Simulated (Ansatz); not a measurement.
# CdSe: levels of theory

Aim: for CdSe, compare levels of theory; the runs are single point and relaxing cell and atoms.

Program: Ansatz 0.2.0. Level of theory: DFT PBE, scalar-relativistic, plane waves, PAW, and further levels as typed in the inputs. These are calculated values, not measurements.

## (1) The starting structure

It takes space group F-43m (No. 216, cubic). The conventional cell has a = 6.077 Å, b = 6.077 Å, c = 6.077 Å, α = 90.00°, β = 90.00°, γ = 90.00°. Cd (site symmetry -43m) is surrounded by 4 Se at 2.63 Å. Se (site symmetry -43m) has 4 Cd at 2.63 Å as nearest neighbours.

Structure file:

```
CELL_PARAMETERS angstrom
0.00000 3.03850 3.03850
3.03850 0.00000 3.03850
3.03850 3.03850 0.00000
ATOMIC_POSITIONS crystal
Cd 0.00000 0.00000 0.00000
Se 0.25000 0.25000 0.25000
```

## (2) Single point: CdSe, no spin

input.yaml reads:

```yaml
crystal:
  lattice:
    - [0.0, 3.0385, 3.0385]
    - [3.0385, 0.0, 3.0385]
    - [3.0385, 3.0385, 0.0]
  atoms:
    - { symbol: Cd, position: [0.0, 0.0, 0.0] }
    - { symbol: Se, position: [0.25, 0.25, 0.25] }
scf:
  occupations: { method: fixed }
  n_extra_bands: 6
output:
  forces: true
  stress: true
  eigenvalues: true
  write_density: true
  write_potential: true
  elf: true
  volumetric_format: npy
kpoints:
  mp_grid: { grid: [8, 8, 8] }
hamiltonian:
  xc: pbe
```

The run is started by

```sh
$ ansatz run input.yaml --threads 2 --pin off --max-ram 6144MiB --backend cpu --events-out ev --progress --plain --runs-dir out
```

Log, cut to the lines that bear on the results:

```text
Warning: RAYON_NUM_THREADS=2 ignored (pool sized by the plan → 2); use --threads N
scf.n_extra_bands = 6 over 18 filled bands (N_el = 36.0): the run solves 24 bands
[...]
Pseudopotentials: kind: paw
Pseudopotential: Cd, paw, valence charge 20, recommended cutoff 420 eV (normal), Cd.paw.azcp
Pseudopotential: Se, paw, valence charge 16, recommended cutoff 420 eV (normal), Se.paw.azcp
Functional definition: PBE
[...]
Crystal: 2 atoms, lattice volume = 56.106 Å³
Basis set: ecut = 420 eV, 1067 PW (Γ), exchange–correlation on 60×60×60 points (8 copies of the dense FFT grid, shifted against one another)
Bands: 24, of which v1, the nominal top of the filled ones, is band 18 counted from 1 (17 counted from 0)
Symmetry: 24 space group operations
Space group: F-43m (ITA 216), of the structure as read, at distance tolerance 3.8e-5 Å
k-points: 29 of 512 (time reversal used)
[...]
SCF iter   1: F=—  HF=-13724.765838 eV  |F-HF|=—  |Δ(HF+E_count)|=         —  Δρ=9.42e-4  dr2=1.03e-3  ethr=1.77e-3  ⟨swp⟩=4.9  Hψ=2523  notcnv=0  defer=113
[...]
SCF iter   6: F=-13724.766562 eV  HF=-13724.766562 eV  |F-HF|=5.85e-9  |Δ(HF+E_count)|=   5.35e-8  Δρ=2.70e-6  dr2=2.07e-9  ethr=1.04e-10  ⟨swp⟩=10.2  Hψ=5246  notcnv=0
[...]
SCF converged after 6 iterations
Free energy (F): -13724.766562 eV
[...]
E sigma→0 (E₀):  -13724.766562 eV
Fermi energy:    7.515238 eV
[...]
--- Forces (eV/Å), atoms counted from 1 ---
  atom   1  Cd     0.00000000    -0.00000000     0.00000000
  atom   2  Se    -0.00000000     0.00000000     0.00000000
[...]
--- Stress (GPa, compression-positive) ---
        2.983403      -0.000000      -0.000000
       -0.000000       2.983403       0.000000
       -0.000000       0.000000       2.983403
  P = ⅓ Tr σ = 2.9834 GPa (29.834 kbar)
--- Band table (eV; the first three rows and the last of 29) ---
  k-point 0: bands = ["-94.1150", "-55.1847", "-55.1847", "-55.1847", "-39.1431", "-39.1431", "-39.1431", "-39.1396", "-39.1396", "-5.0915", "-0.4208", "-0.4208", "-0.4208", "-0.0428", "-0.0428", "7.5152", "7.5152", "7.5152", "8.1296", "13.4598", "13.4598", "13.4598", "17.3146", "18.6584"]
[...]
```

Wall time 2.3 s (2 threads of Arm Neoverse V1, shared host); peak memory 0.34 GiB.

The maps below are laid out on this run's own conventional cell (a, b, c = 6.077, 6.077, 6.077 Å).

Density in a lattice plane of the grid's cell (edges 6.08 and 6.08 Å, at 0.000 of the third edge), which holds Cd.

Values in e/Å³, 12 rows by 12 columns:
```
 9.35  3.31  0.34  0.09  0.04  0.02  0.01  0.02  0.04  0.09  0.34  3.32
 0.59  0.34  0.16  0.11  0.07  0.04  0.03  0.04  0.07  0.11  0.16  0.34
 0.08  0.09  0.11  0.12  0.11  0.09  0.09  0.09  0.11  0.12  0.11  0.09
 0.03  0.04  0.07  0.11  0.16  0.34  0.59  0.34  0.16  0.11  0.07  0.04
 0.01  0.02  0.04  0.09  0.34  3.31  9.35  3.32  0.34  0.09  0.04  0.02
 0.01  0.01  0.03  0.08  0.59  9.35 26.58  9.35  0.59  0.09  0.03  0.01
 0.01  0.02  0.04  0.09  0.34  3.32  9.35  3.31  0.34  0.09  0.04  0.02
 0.03  0.04  0.07  0.11  0.16  0.34  0.59  0.34  0.16  0.11  0.07  0.04
 0.09  0.09  0.11  0.12  0.11  0.09  0.08  0.09  0.11  0.12  0.11  0.09
 0.59  0.34  0.16  0.11  0.07  0.04  0.03  0.04  0.07  0.11  0.16  0.34
 9.35  3.32  0.34  0.09  0.04  0.02  0.01  0.02  0.04  0.09  0.34  3.31
26.58  9.35  0.59  0.09  0.03  0.01  0.01  0.01  0.03  0.08  0.59  9.35
```
Columns run along the first of these edges and rows up along the second, over one cell in 12 and 12 even steps from the bottom left corner. Atoms in the plane (fractional): Cd at (0.00, 0.00), Cd at (0.50, 0.50).

ELF in the same plane.

Ten even steps from '0' (0.01) to '9' (0.92):
```
875321110000000001112357
554211111000000011111245
322112332100000123321122
111224443210001234442211
111234543211111234543211
001234442211111224443210
000123321122322112332100
000011111245554211111000
000001112357875321110000
000000112468986421100000
000001112357875321110000
000011111245554211111000
000123321122322112332100
001234442211111224443210
111234543211111234543211
111224443210001234442211
322112332100000123321122
554211111000000011111245
875321110000000001112357
986421100000000000112468
```
Columns run along the first of these edges and rows up along the second, over one cell in 24 and 20 even steps from the bottom left corner. Atoms in the plane (fractional): Cd at (0.00, 0.00), Cd at (0.50, 0.50).

Both are smooth fields of the valence electrons: close to the nuclei they are not physical.

Outside the cores ELF peaks at 0.82 in the shell around Se, 0.9 Å from Se.

## (3) Single point: LDA

It takes the final geometry of step 2.

input.yaml: that of step 2 with these lines changed.

```diff
@@ -10,3 +10,3 @@
   occupations: { method: fixed }
-  n_extra_bands: 6
+  n_extra_bands: 8
 output:
@@ -15,6 +15,2 @@
   eigenvalues: true
-  write_density: true
-  write_potential: true
-  elf: true
-  volumetric_format: npy
 kpoints:
@@ -22,2 +18,2 @@
 hamiltonian:
-  xc: pbe
+  xc: lda
```

The run is started by

```sh
$ ansatz run input.yaml --threads 2 --pin off --max-ram 6144MiB --backend cpu --events-out ev --progress --plain --runs-dir out
```

Log, cut to the lines that bear on the results:

```text
Warning: RAYON_NUM_THREADS=2 ignored (pool sized by the plan → 2); use --threads N
scf.n_extra_bands = 8 over 18 filled bands (N_el = 36.0): the run solves 26 bands
[...]
[... 3 set-up lines as earlier in the session ...]
Functional definition: SPW92
[...]
Crystal: 2 atoms, lattice volume = 56.106 Å³
Basis set: ecut = 420 eV, 1067 PW (Γ)
Bands: 26, of which v1, the nominal top of the filled ones, is band 18 counted from 1 (17 counted from 0)
[... 2 set-up lines as earlier in the session ...]
k-points: 29 of 512 (time reversal used)
[...]
SCF iter   1: F=—  HF=-13502.232473 eV  |F-HF|=—  |Δ(HF+E_count)|=         —  Δρ=7.20e-3  dr2=2.30e-2  ethr=1.77e-3  ⟨swp⟩=4.9  Hψ=2705  notcnv=0  defer=170
[...]
SCF iter   6: F=-13502.225523 eV  HF=-13502.225523 eV  |F-HF|=2.45e-9  |Δ(HF+E_count)|=   3.93e-8  Δρ=5.95e-6  dr2=1.39e-8  ethr=2.78e-10  ⟨swp⟩=9.3  Hψ=4168  notcnv=0
[...]
SCF converged after 6 iterations
Free energy (F): -13502.225523 eV
[...]
E sigma→0 (E₀):  -13502.225523 eV
Fermi energy:    7.193608 eV
[...]
--- Forces (eV/Å), atoms counted from 1 ---
  atom   1  Cd     0.00000000    -0.00000000     0.00000000
  atom   2  Se    -0.00000000    -0.00000000    -0.00000000
[...]
--- Stress (GPa, compression-positive) ---
       -1.841920       0.000000      -0.000000
        0.000000      -1.841920       0.000000
        0.000000       0.000000      -1.841920
  P = ⅓ Tr σ = -1.8419 GPa (-18.419 kbar)
--- Band table (eV; the first three rows and the last of 29) ---
  k-point 0: bands = ["-94.2290", "-55.3759", "-55.3759", "-55.3759", "-39.7008", "-39.7008", "-39.7008", "-39.6972", "-39.6972", "-5.4961", "-0.7454", "-0.7454", "-0.7454", "-0.3632", "-0.3632", "7.1936", "7.1936", "7.1936", "7.5293", "13.0039", "13.0039", "13.0039", "16.6833", [...]
[...]
```

It took 1.8 s on 2 threads of Arm Neoverse V1, shared host; peak memory 0.33 GiB.

## (4) Single point: r2SCAN

It takes the final geometry of step 2.

input.yaml: that of step 3 with these lines changed.

```diff
@@ -18,2 +18,2 @@
 hamiltonian:
-  xc: lda
+  xc: r2scan
```

The run is started by

```sh
$ ansatz run input.yaml --threads 2 --pin off --max-ram 6144MiB --backend cpu --events-out ev --progress --plain --runs-dir out
```

Log, cut to the lines that bear on the results:

```text
[...]
SCF converged after 6 iterations
Free energy (F): -13747.828708 eV
[...]
E sigma→0 (E₀):  -13747.828708 eV
Fermi energy:    7.217049 eV
[...]
--- Forces (eV/Å), atoms counted from 1 ---
  atom   1  Cd     0.00000000     0.00000000     0.00000000
  atom   2  Se    -0.00000000     0.00000000    -0.00000000
[...]
--- Stress (GPa, compression-positive) ---
        1.526681      -0.000000      -0.000000
       -0.000000       1.526681       0.000000
       -0.000000       0.000000       1.526681
  P = ⅓ Tr σ = 1.5267 GPa (15.267 kbar)
--- Band table (eV; the first three rows and the last of 29) ---
  k-point 0: bands = ["-97.1931", "-57.3533", "-57.3533", "-57.3533", "-40.1406", "-40.1406", "-40.1406", "-40.1359", "-40.1359", "-5.8034", "-0.9900", "-0.9900", "-0.9900", "-0.5915", "-0.5915", "7.2170", "7.2170", "7.2170", "8.3183", "13.7083", "13.7083", "13.7083", "17.5625", [...]
[...]
```

Run time: 4.6 s. Hardware: 2 threads of Arm Neoverse V1, shared host; peak memory 0.48 GiB.

## (5) Single point: PBE with spin-orbit coupling

It takes the final geometry of step 2.

input.yaml: that of step 4 with these lines changed.

```diff
@@ -15,2 +15,6 @@
   eigenvalues: true
+  write_density: true
+  write_potential: true
+  elf: true
+  volumetric_format: npy
 kpoints:
@@ -18,2 +22,6 @@
 hamiltonian:
-  xc: r2scan
+  xc: pbe
+  pseudopotentials: { kind: paw_fr }
+magnetization:
+  noncollinear: true
+  spin_orbit: true
```

The run is started by

```sh
$ ansatz run input.yaml --threads 2 --pin off --max-ram 6144MiB --backend cpu --events-out ev --progress --plain --runs-dir out
```

Log, cut to the lines that bear on the results:

```text
Warning: RAYON_NUM_THREADS=2 ignored (pool sized by the plan → 2); use --threads N
scf.n_extra_bands = 8 over 36 filled bands (N_el = 36.0): the run solves 44 bands
[...]
Pseudopotentials: kind: paw_fr
Pseudopotential: Cd, paw_fr, valence charge 20, recommended cutoff 420 eV (normal), Cd.paw.azcp#standard-fr
Pseudopotential: Se, paw_fr, valence charge 16, recommended cutoff 420 eV (normal), Se.paw.azcp#standard-fr
[... 1 set-up line as earlier in the session ...]
[...]
non-collinear run that drives no moment, with spin-orbit: no starting moment large enough to seed its density (crystal.atoms[].spin), no starting occupations that ask for one, no magnetisation constraint and no magnetic field, so the semilocal B_xc is pinned to zero
Crystal: 2 atoms, lattice volume = 56.106 Å³
Basis set: ecut = 420 eV, 1067 PW (Γ), exchange–correlation on 60×60×60 points (8 copies of the dense FFT grid, shifted against one another)
[...]
SCF iter   7: F=-13727.620809 eV  HF=-13727.620809 eV  |F-HF|=6.75e-9  |Δ(HF+E_count)|=   1.69e-6  Δρ=9.62e-6  dr2=4.10e-8  dr2_m=0.00e0 (ungated)  ethr=2.78e-10  |M|=0.00e0 ∫|m|=0.00e0 μB  |m|>n=0.0e0 m-floor=0.0e0 τ_xc=0.0e0  ⟨swp⟩=16.0  Hψ=11292  notcnv=0
[...]
SCF converged after 7 iterations
Magnetization: |M| = 0.0000 μB,  M = (+0.0000, +0.0000, +0.0000) μB
Absolute magnetization: 0.0000 μB (∫|m|)
  site 0: m = (+0.0000, +0.0000, +0.0000) μB, |m| = 0.0000 μB  (R = 1.09 Å)
  site 1: m = (+0.0000, +0.0000, +0.0000) μB, |m| = 0.0000 μB  (R = 1.09 Å)
Free energy (F): -13727.620809 eV
[...]
E sigma→0 (E₀):  -13727.620809 eV
Fermi energy:    7.635437 eV
[...]
--- Forces (eV/Å), atoms counted from 1 ---
  atom   1  Cd     0.00000000     0.00000000     0.00000000
  atom   2  Se    -0.00000000     0.00000000    -0.00000000
[...]
--- Stress (GPa, compression-positive) ---
        2.943989      -0.000000      -0.000000
        0.000000       2.943989       0.000000
        0.000000       0.000000       2.943989
  P = ⅓ Tr σ = 2.9440 GPa (29.440 kbar)
--- Band table (eV; the first three rows and the last of 29) ---
[...]
```

Run time: 12 s. Hardware: 2 threads of Arm Neoverse V1, shared host; peak memory 0.53 GiB.

Axes a, b and c in the maps are those of this run's conventional cell (a, b, c = 6.077, 6.077, 6.077 Å).

Density in a lattice plane of the grid's cell (edges 6.08 and 6.08 Å, at 0.000 of the third edge), which holds Cd.

Ten even steps from ' ' (0.01 e/Å³) to '@' (26.56 e/Å³):
```
**++::                                      ::++
::..                                          ..
                                                
                                                
                                                
                                                
                                                
                      ..::..                    
                    ::++**++::                  
                    --##@@##--                  
                    ::++**++::                  
                      ..::..                    
                                                
                                                
                                                
                                                
                                                
::..                                          ..
**++::                                      ::++
@@##--                                      --##
```
Columns run along the first of these edges and rows up along the second, over one cell in 24 and 20 even steps from the bottom left corner. Atoms in the plane (fractional): Cd at (0.00, 0.00), Cd at (0.50, 0.50).

ELF in the same plane.

Ten even steps from ' ' (0.01) to '@' (0.92):
```
%%##++--::......                  ......::--++##
++++==::..........              ..........::==++
--::::....::----::..          ..::----::....::::
......::::======--::..      ..::--======::::....
......::--==++==--::..........::--==++==--::....
    ..::--======::::..........::::======--::..  
      ..::----::....::::--::::....::----::..    
        ..........::==++++++==::..........      
          ......::--++##%%##++--::......        
            ....::==**%%@@%%**==::....          
          ......::--++##%%##++--::......        
        ..........::==++++++==::..........      
      ..::----::....::::--::::....::----::..    
    ..::--======::::..........::::======--::..  
......::--==++==--::..........::--==++==--::....
......::::======--::..      ..::--======::::....
--::::....::----::..          ..::----::....::::
++++==::..........              ..........::==++
%%##++--::......                  ......::--++##
@@%%**==::....                      ....::==**%%
```
Columns run along the first of these edges and rows up along the second, over one cell in 24 and 20 even steps from the bottom left corner. Atoms in the plane (fractional): Cd at (0.00, 0.00), Cd at (0.50, 0.50).

Both are smooth fields of the valence electrons: close to the nuclei they are not physical.

Maxima of ELF outside the ion cores: 0.82 in the shell around Se, 0.9 Å from Se.

## (6) Single point: r2SCAN with spin-orbit coupling

It takes the final geometry of step 2.

input.yaml: that of step 5 with these lines changed.

```diff
@@ -15,6 +15,2 @@
   eigenvalues: true
-  write_density: true
-  write_potential: true
-  elf: true
-  volumetric_format: npy
 kpoints:
@@ -22,3 +18,3 @@
 hamiltonian:
-  xc: pbe
+  xc: r2scan
   pseudopotentials: { kind: paw_fr }
```

The run is started by

```sh
$ ansatz run input.yaml --threads 2 --pin off --max-ram 6144MiB --backend cpu --events-out ev --progress --plain --runs-dir out
```

Log, cut to the lines that bear on the results:

```text
Warning: RAYON_NUM_THREADS=2 ignored (pool sized by the plan → 2); use --threads N
scf.n_extra_bands = 8 over 36 filled bands (N_el = 36.0): the run solves 44 bands
[...]
[... 1 set-up line as earlier in the session ...]
Pseudopotential: Cd, paw_fr, valence charge 20, recommended cutoff 500 eV (meta_gga), Cd.paw.azcp#standard-fr
Pseudopotential: Se, paw_fr, valence charge 16, recommended cutoff 500 eV (meta_gga), Se.paw.azcp#standard-fr
Functional definition: r2SCAN
[...]
non-collinear run that drives no moment, with spin-orbit: no starting moment large enough to seed its density (crystal.atoms[].spin), no starting occupations that ask for one, no magnetisation constraint and no magnetic field, so the semilocal B_xc is pinned to zero
Crystal: 2 atoms, lattice volume = 56.106 Å³
Basis set: ecut = 500 eV, 1411 PW (Γ), exchange–correlation on 128×128×128 points (64 copies of the dense FFT grid, shifted against one another)
[...]
SCF converged after 7 iterations
Magnetization: |M| = 0.0000 μB,  M = (+0.0000, +0.0000, +0.0000) μB
Absolute magnetization: 0.0000 μB (∫|m|)
  site 0: m = (+0.0000, +0.0000, +0.0000) μB, |m| = 0.0000 μB  (R = 1.09 Å)
  site 1: m = (+0.0000, +0.0000, +0.0000) μB, |m| = 0.0000 μB  (R = 1.09 Å)
Free energy (F): -13736.468350 eV
[...]
E sigma→0 (E₀):  -13736.468350 eV
Fermi energy:    7.334097 eV
[...]
--- Forces (eV/Å), atoms counted from 1 ---
  atom   1  Cd     0.00000000    -0.00000000    -0.00000000
  atom   2  Se    -0.00000000     0.00000000     0.00000000
[...]
--- Stress (GPa, compression-positive) ---
        1.485951      -0.000000       0.000000
        0.000000       1.485951       0.000000
        0.000000       0.000000       1.485951
  P = ⅓ Tr σ = 1.4860 GPa (14.860 kbar)
--- Band table (eV; the first three rows and the last of 29) ---
[...]
```

Wall time 19 s (2 threads of Arm Neoverse V1, shared host); peak memory 0.71 GiB.

## (7) Relaxing cell and atoms: PBEsol, no spin

It takes the final geometry of step 2.

input.yaml reads:

```yaml
crystal:
  lattice:
    - [0.0, 3.0385, 3.0385]
    - [3.0385, 0.0, 3.0385]
    - [3.0385, 3.0385, 0.0]
  atoms:
    - { symbol: Cd, position: [0.0, 0.0, 0.0] }
    - { symbol: Se, position: [0.25, 0.25, 0.25] }
scf:
  occupations: { method: fixed }
  n_extra_bands: 4
output:
  forces: true
  stress: true
kpoints:
  mp_grid: { grid: [8, 8, 8] }
hamiltonian:
  xc: pbesol
relax:
  f_tol: 0.005
  max_steps: 120
  cell: {}
```

The run is started by

```sh
$ ansatz run input.yaml --threads 2 --pin off --max-ram 6144MiB --backend cpu --events-out ev --progress --plain --runs-dir out
```

Log, cut to the lines that bear on the results:

```text
Warning: RAYON_NUM_THREADS=2 ignored (pool sized by the plan → 2); use --threads N
scf.n_extra_bands = 4 over 18 filled bands (N_el = 36.0): the run solves 22 bands
[...]
[... 3 set-up lines as earlier in the session ...]
Functional definition: PBEsol
[...]
Crystal: 2 atoms, lattice volume = 56.106 Å³
Basis set: ecut = 420 eV, 1067 PW (Γ), exchange–correlation on 60×60×60 points (8 copies of the dense FFT grid, shifted against one another)
Bands: 22, of which v1, the nominal top of the filled ones, is band 18 counted from 1 (17 counted from 0)
[... 2 set-up lines as earlier in the session ...]
k-points: 29 of 512 (time reversal used)
[...]
Fermi energy:    7.339558 eV
[...]
--- Forces (eV/Å), atoms counted from 1 ---
  atom   1  Cd    -0.00000000    -0.00000000    -0.00000000
  atom   2  Se     0.00000000     0.00000000     0.00000000
[...]
--- Stress (GPa, compression-positive) ---
       -0.031807       0.000000      -0.000000
       -0.000000      -0.031807      -0.000000
       -0.000000       0.000000      -0.031807
  P = ⅓ Tr σ = -0.0318 GPa (-0.318 kbar)
--- Relaxed structure (2 steps of the walk, 2 accepted, 1 SCFs on fresh bases) ---
  F+E_penalty+E_count = -13609.40915901 eV   max|allowed force component| = 1.012e-17 eV/Å   (the final SCF, on the basis selected at the relaxed cell)
  cell:  # Å, volume = 56.2704 Å³
    - [-6.369215041119491e-36, 3.041467988351314, 3.041467988351314]
    - [3.041467988351314, 1.11461263219591e-33, 3.041467988351314]
    - [3.041467988351314, 3.041467988351314, 2.1400562538161475e-33]
  atoms:
    - { symbol: Cd, position: [-6.097431242257733e-34, 6.262494351143974e-34, 6.4143524113193164e-34] }
    - { symbol: Se, position: [0.24999999999999997, 0.24999999999999997, 0.24999999999999997] }
```

It took 3.8 s on 2 threads of Arm Neoverse V1, shared host; peak memory 0.34 GiB.

Relaxation path:

```csv
step,energy from step 1 (eV/cell),largest force component (eV/Å),pressure (GPa),volume (Å³)
1,0.0000,0.0000,0.12,56.11
2,0.0000,0.0000,-0.03,56.27
3,-0.0001,0.0000,-0.03,56.27
```

Step 1 is the start. Step 3 repeats the geometry before it on a plane-wave basis chosen anew for that cell, so its energy need not be comparable with the rows above.

Lengths and angles in the start's conventional setting:

|  | before | after | change |
| --- | --- | --- | --- |
| a (Å) | 6.077 | 6.083 | +0.1 % |
| b (Å) | 6.077 | 6.083 | +0.1 % |
| c (Å) | 6.077 | 6.083 | +0.1 % |
| volume (Å³/atom) | 28.05 | 28.14 | +0.3 % |
| shortest distance (Å) | 2.631 | 2.634 | +0.1 % |
| space group (0.01 Å) | F-43m | F-43m | same |

The run keeps the 24 symmetry operations of the start, so it could not have lowered the symmetry.

## (8) Summary of results

| step | level | volume (Å³/atom) | pressure (GPa) | energy (eV) | gap on the mesh (eV) | time |
| --- | --- | --- | --- | --- | --- | --- |
| 2 | PBE | 28.05 | 3.0 | -13724.767 | 0.61 | 2.3 s |
| 3 | LDA | 28.05 | -1.8 | -13502.226 | 0.34 | 1.8 s |
| 4 | r2SCAN | 28.05 | 1.5 | -13747.829 | 1.10 | 4.6 s |
| 5 | PBE with spin-orbit coupling | 28.05 | 2.9 | -13727.621 | 0.50 | 12 s |
| 6 | r2SCAN with spin-orbit coupling | 28.05 | 1.5 | -13736.468 | 0.99 | 19 s |
| 7 | PBEsol | 28.14 | 0.0 | -13609.409 | n/a | 3.8 s |

Totals of different systems or levels have different zeros; only balanced differences at one level mean anything.

```
                           quantity                                                                      value
relaxed cell, step 7 (conventional)  a = 6.083 Å, b = 6.083 Å, c = 6.083 Å, α = 90.00°, β = 90.00°, γ = 90.00°
```

**Reading.** The rows set the runs side by side; convergence of the settings was not tested in this session.

These are semilocal Kohn-Sham gaps, which aren't the measured quantity. Such gaps usually fall short of the measured ones.
